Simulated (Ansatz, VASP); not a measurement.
# Y: VASP beside Ansatz

Contents of INCAR:

```
SYSTEM = Y
PREC = Accurate
ENCUT = 600
EDIFF = 1E-6
ISMEAR = 0
SIGMA = 0.1
LREAL = .False.
LASPH = .True.
NELM = 100
ALGO = Normal
ISIF = 3
LWAVE = .False.
LCHARG = .False.
GGA = PE
IBRION = 2
NSW = 80
EDIFFG = -0.05
```

KPOINTS

```
Automatic mesh
0
Gamma
  6 6 4
  0 0 0
```

POSCAR

```
Y
1.0
    4.1899830315      0.0000000000      0.0000000000
   -2.0949915158      3.6286317467      0.0000000000
    0.0000000000      0.0000000000      6.8855086730
Y
2
Direct
    0.3333333333      0.6666666667      0.2500000000
    0.6666666667      0.3333333333      0.7500000000
```

Input for Ansatz:

```yaml
crystal:
  lattice:
    - [4.1899830315, 0.0, 0.0]
    - [-2.0949915158, 3.6286317467, 0.0]
    - [0.0, 0.0, 6.885508673]
  atoms:
    - { symbol: "Y", position: [0.3333333333, 0.6666666667, 0.25] }
    - { symbol: "Y", position: [0.6666666667, 0.3333333333, 0.75] }
basis:
  ecutwfc: 420
kpoints:
  mp_grid: { grid: [6, 6, 4] }
hamiltonian:
  xc: pbe
scf:
  occupations: { method: gaussian, width: 0.1 }
output:
  forces: true
  stress: true
  eigenvalues: true
relax:
  adjacent_minimum: "off"
  f_tol: 0.05
  max_steps: 60
  cell: { stress_tol: 0.5 }
```

Alike in both runs: task relaxation of cell and atoms; functional PBE; k mesh 6 × 6 × 4; occupations gaussian, width 0.1 eV; no spin polarisation.

```csv
,VASP,Ansatz
version,VASP 6.6.1,Ansatz 0.2.0
potentials or method,"VASP PAW PBE potentials, release 64 (Y_sv)","scalar-relativistic, plane waves, PAW"
plane-wave cutoff (eV),600,420
valence electrons in the cell,22,22
```

|  | VASP | Ansatz | Ansatz less VASP |
| --- | --- | --- | --- |
| gap on the k mesh at the Fermi level, each at its own relaxed structure (eV) | none | none | - |
| relaxed volume (Å³/atom) | 33.05 | 32.91 | -0.141 |
| relaxed cell length with the largest relative difference (Å) | 5.665 | 5.652 | -0.0122 |
| energy change over the relaxation (meV/atom) | -755 | -750 | +4.3 |

A gap of «none» marks a metal or a gap that the smearing closes.

Caveats: the volume moved by over 15 % at a fixed basis, so the end points are rough.
